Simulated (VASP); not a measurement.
Here is the system:

```
BeO
1.0
    1.30713    -2.26401     0.00000
    1.30713     2.26401     0.00000
    0.00000     0.00000     4.37509
Be O
2 2
Direct
  0.66667   0.33333   0.50006
  0.33333   0.66667   0.00006
  0.66667   0.33333   0.87794
  0.33333   0.66667   0.37794
```

Calculation: PBEsol GGA, VASP's PBE PAW potentials (set 64) (plane waves; VASP). Numerical set-up: 600 eV cut-off, 10×10×6 Γ-centred mesh, Gaussian smearing of 0.050 eV, potentials Be O.

Which forces act on the atoms, in eV/Å?

```json
[
 {"atom": "Be1", "Fx": "0.000", "Fy": "0.000", "Fz": "0.205"},
 {"atom": "Be2", "Fx": "0.000", "Fy": "0.000", "Fz": "0.205"},
 {"atom": "O3", "Fx": "0.000", "Fy": "0.000", "Fz": "-0.205"},
 {"atom": "O4", "Fx": "0.000", "Fy": "0.000", "Fz": "-0.205"}
]
```

Give the stress tensor in GPa (positive for a compressed cell).

```
20.13   0.00   0.00
 0.00  20.13   0.00
 0.00   0.00   4.92
```
The pressure is its mean diagonal, 15.06 GPa.

The compound is BeO in the wurtzite structure. This cell was strained or had an atom moved on purpose.
